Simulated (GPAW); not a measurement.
Te2Mo:

```
CELL_PARAMETERS angstrom
3.51820 0.00000 0.00000
-1.75910 3.04685 0.00000
0.00000 0.00000 13.97360
ATOMIC_POSITIONS crystal
Te 0.66667 0.33333 0.37900
Te 0.33333 0.66667 0.87900
Te 0.66667 0.33333 0.12100
Te 0.33333 0.66667 0.62100
Mo 0.66667 0.33333 0.75000
Mo 0.33333 0.66667 0.25000
```

```yaml
Program: GPAW 26.7.0
Task: relaxation of cell and atoms
Functional: BLYP
Dispersion: D4
Potentials_or_basis: PAW data sets generated in the run's folder for this functional
Cutoff: 600 eV
Basis: pw
k_mesh: 5 × 5 × 2
Occupations: fermi-dirac, width 0.05 eV
Spin: no spin polarisation
```

At the start: pressure 1.8 GPa; volume 24.96 Å³/atom.

Task: How do energy, volume and symmetry change on relaxing?

Result: Over 12 steps the energy falls by 7.1 meV/atom and the volume is 24.94 Å³/atom (-0.1 %); space group P6_3/mmc (No. 194, to 0.05 Å).

The path:
```
step  energy change (eV)  largest force (eV/Å)  pressure (GPa)  volume (Å³)
   1              0.0000                0.3161            1.77       149.79
   2             -0.0084                0.2280            1.33       150.08
   3             -0.0213                0.0304           -0.01       151.04
   4             -0.0229                0.0508           -0.15       151.17
   5             -0.0321                0.1033           -0.76       151.86
   6             -0.0366                0.0626           -0.81       152.05
   7             -0.0386                0.0140           -0.56       151.90
   8             -0.0391                0.0472           -0.39       151.70
   9             -0.0396                0.0715           -0.21       151.39
  10             -0.0406                0.0892            0.03       150.82
  11             -0.0418                0.0770            0.21       150.04
  12             -0.0424                0.0358            0.17       149.64
```

Final structure:
```
Te Mo
1.0
     3.55659    0.00000    0.00000
    -1.77830    3.08009    0.00000
     0.00000    0.00000   13.65986
Te Mo
4 2
Cartesian
  1.7783 1.0267 5.2169
  0.0000 2.0534 12.0468
  1.7783 1.0267 1.6130
  0.0000 2.0534 8.4429
  1.7783 1.0267 10.2449
  0.0000 2.0534 3.4150
```

Caveat: the k mesh is coarse; later steps reuse the first step's grids.
